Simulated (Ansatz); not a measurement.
# Si: do energies and stresses tell the same story?

Method: Ansatz, DFT r2SCAN, scalar-relativistic, plane waves, PAW.

Settings: cutoff 500 eV, Γ-centred mesh 12×12×6 on the computed 4-atom cell, Gaussian smearing of 0.02 eV; no spin polarisation.

Relaxed cell: P6_3/mmc, a = 3.832 Å, b = 3.832 Å, c = 6.342 Å, α = 90.00°, β = 90.00°, γ = 120.00°, 4 atoms in the primitive cell. This form isn't the element's structure at ambient conditions.

Energies at zero smearing and pressures from the stress tensor, at volumes with shape and atoms relaxed:
```
V (Å³/atom) E − E(first) (meV/atom) P (GPa)
     17.742                     0.00    16.11
     18.347                   -51.13    11.11
     18.951                   -84.77     6.82
     19.556                  -103.42     3.15
     20.161                  -109.23     0.01
     20.766                  -104.06    -2.68
     21.371                   -89.50    -4.97
     22.177                   -57.84    -7.51
```

Check P = −dE/dV between neighbouring volumes, and get the bulk modulus from the pressures alone.

With 1 eV/Å³ = 160.2 GPa:
```tsv
middle V (Å³/atom)	−ΔE/ΔV (GPa)	mean P (GPa)
18.044	13.545	13.608
18.649	8.911	8.964
19.254	4.939	4.986
19.859	1.541	1.579
20.464	-1.371	-1.334
21.068	-3.856	-3.826
21.774	-6.290	-6.244
```

The two differ by 0.06 GPa at most. The mean of two end pressures misses the average over a step by about ΔV² P″/12, up to 0.06 GPa here; with that taken off 0.00 GPa remains. Around V = 20.161 Å³/atom, the two neighbours give B = −V ΔP/ΔV = 20.161 × 5.83 / 1.210 = 97.1 GPa, against B0 = 96.5 GPa from the Birch–Murnaghan fit of the energies.